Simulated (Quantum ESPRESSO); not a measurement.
Set up this calculation in Quantum ESPRESSO 7.5, as the native input.

```yaml
Task: real-space fields
Functional: PBEsol
Potentials_or_basis: PSlibrary FR USPP PBE
Cutoff: 544 eV
Density_cutoff: 4354 eV
k_mesh: 7 × 7 × 6
Occupations: methfessel-paxton, width 0.1 eV
Spin: spin-orbit coupling, no magnetisation
Mixing_beta: 0.5
Most_SCF_iterations: 120
SCF_threshold: 6e-10 Ry
```

The system is Se.

```
CELL_PARAMETERS angstrom
4.36620 0.00000 0.00000
-2.18310 3.78124 0.00000
0.00000 0.00000 4.95360
ATOMIC_POSITIONS crystal
Se 0.77460 0.77460 0.00000
Se 0.00000 0.22540 0.66667
Se 0.22540 0.00000 0.33333
```

The input as run:

pw.in

```
&CONTROL
  calculation = 'scf'
  prefix = 'pwscf'
  outdir = './tmp'
  pseudo_dir = './pseudo'
  tprnfor = .true.
  tstress = .true.
  disk_io = 'low'
/
&SYSTEM
  ibrav = 0
  nat = 3
  ntyp = 1
  ecutwfc = 40
  ecutrho = 320
  nbnd = 30
  input_dft = 'pbesol'
  occupations = 'smearing'
  smearing = 'mp'
  degauss = 0.00734986
  noncolin = .true.
  lspinorb = .true.
/
&ELECTRONS
  conv_thr = 6d-10
  electron_maxstep = 120
  mixing_beta = 0.5
/
ATOMIC_SPECIES
Se    78.9710 Se.upf
CELL_PARAMETERS angstrom
   4.3662000000    0.0000000000    0.0000000000
  -2.1831000000    3.7812401180    0.0000000000
   0.0000000000    0.0000000000    4.9536000000
ATOMIC_POSITIONS angstrom
Se     1.6910292600    2.9289485954    0.0000000000
Se    -0.4920707400    0.8522915226    3.3024000002
Se     0.9841414800    0.0000000000    1.6511999998
K_POINTS automatic
7 7 6 0 0 0
```

pp_density.in

```
&INPUTPP
  prefix = 'pwscf'
  outdir = './tmp'
  filplot = 'density.dat'
  plot_num = 0
/
&PLOT
  nfile = 1
  filepp(1) = 'density.dat'
  iflag = 3
  output_format = 6
  fileout = 'density.cube'
/
```

pp_potential.in

```
&INPUTPP
  prefix = 'pwscf'
  outdir = './tmp'
  filplot = 'potential.dat'
  plot_num = 11
/
&PLOT
  nfile = 1
  filepp(1) = 'potential.dat'
  iflag = 3
  output_format = 6
  fileout = 'potential.cube'
/
```

pp_potential_ks.in

```
&INPUTPP
  prefix = 'pwscf'
  outdir = './tmp'
  filplot = 'potential_ks.dat'
  plot_num = 1
/
&PLOT
  nfile = 1
  filepp(1) = 'potential_ks.dat'
  iflag = 3
  output_format = 6
  fileout = 'potential_ks.cube'
/
```

Potentials or basis: PSlibrary FR USPP PBE.

Launch:

```console
$ OMP_NUM_THREADS=1 pw.x -in pw.in > pw.out
$ OMP_NUM_THREADS=1 pp.x -in pp_density.in > pp_density.out
$ OMP_NUM_THREADS=1 pp.x -in pp_potential.in > pp_potential.out
$ OMP_NUM_THREADS=1 pp.x -in pp_potential_ks.in > pp_potential_ks.out
```

It gave:

```
Pressure               : 1.0 GPa
Largest force          : 0.493 eV/Å
Band gap on the k mesh : 1.06 eV, indirect (least direct gap 1.42 eV)
```

Caveat: the potentials were made for another functional, which shifts forces and pressure; this smearing can shift energies of a crystal with a gap; an odd mesh through Γ misses points on the zone boundary, where band edges often lie.

Run time: 74 s on 1 thread of Arm Neoverse V2, on a shared host, peak memory 0.27 GiB.
